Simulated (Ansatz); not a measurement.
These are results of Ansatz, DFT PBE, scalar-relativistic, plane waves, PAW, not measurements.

Settings: cutoff 420 eV, Γ-centred mesh 12×12×8 on the computed 4-atom cell, Gaussian smearing of 0.10 eV; no spin polarisation.

Structure with the computed forces (eV/Å) in the last three columns:

```xyz
4
Lattice="2.4102 -2.4646 0.0000 2.4102 2.4646 0.0000 0.0000 0.0000 5.0988" Properties=species:S:1:pos:R:3:forces:R:3 pbc="T T T" pressure_GPa=-20.22
Be    2.4102    1.5936    0.9274    0.0000   -0.0100   -0.5570
Be    2.4102   -1.5936    4.1714    0.0000    0.0100    0.5570
Be    2.4102    0.8710    3.4768    0.0000    0.0100   -0.5570
Be    2.4102   -0.8710    1.6220    0.0000   -0.0100    0.5570
```

Stress tensor (GPa, compression positive):

```
-16.73   0.00   0.00
  0.00 -24.07   0.00
  0.00   0.00 -19.87
```

This form isn't the element's structure at ambient conditions.